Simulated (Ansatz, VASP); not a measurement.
**TaN: VASP beside Ansatz**

```xyz
2
Lattice="2.6901 0.0000 0.0000 -1.3450 2.3297 0.0000 0.0000 0.0000 2.8707" Properties=species:S:1:pos:R:3 pbc="T T T"
Ta    0.0000    1.5531    1.4354
N     0.0000    0.0000    0.0000
```

Change from the starting cell: strain -0.080 along x and y, +0.000 along z, atoms carried along.

Alike in both runs: task single point; functional PBEsol; k mesh 24 × 24 × 20; occupations gaussian, width 0.15 eV; no spin polarisation.

```csv
,VASP,Ansatz
version,VASP 6.6.1,Ansatz 0.2.0
potentials or method,"VASP PAW PBE potentials, release 64 (Ta_pv, N)","scalar-relativistic, plane waves, PAW"
plane-wave cutoff (eV),520,420
valence electrons in the cell,16,18
```

```csv
,VASP,Ansatz,Ansatz less VASP
gap on the k mesh at the Fermi level (eV),none,none,-
pressure (GPa),86.2,84.1,-2.17
largest component of the traceless stress (GPa),41.32,41.46,+0.143
```

A gap of «none» marks a metal or a gap that the smearing closes. The two sets of potentials don't hold the same shells in valence.

Caveats: the cell as given lies far from equilibrium; so large a pressure means that the cell lies far from this level's equilibrium, or that cutoff or potentials fall short (VASP); the potentials were made for another functional, which shifts forces and pressure (VASP). Spin-orbit coupling is left out, which matters for the levels of Ta.
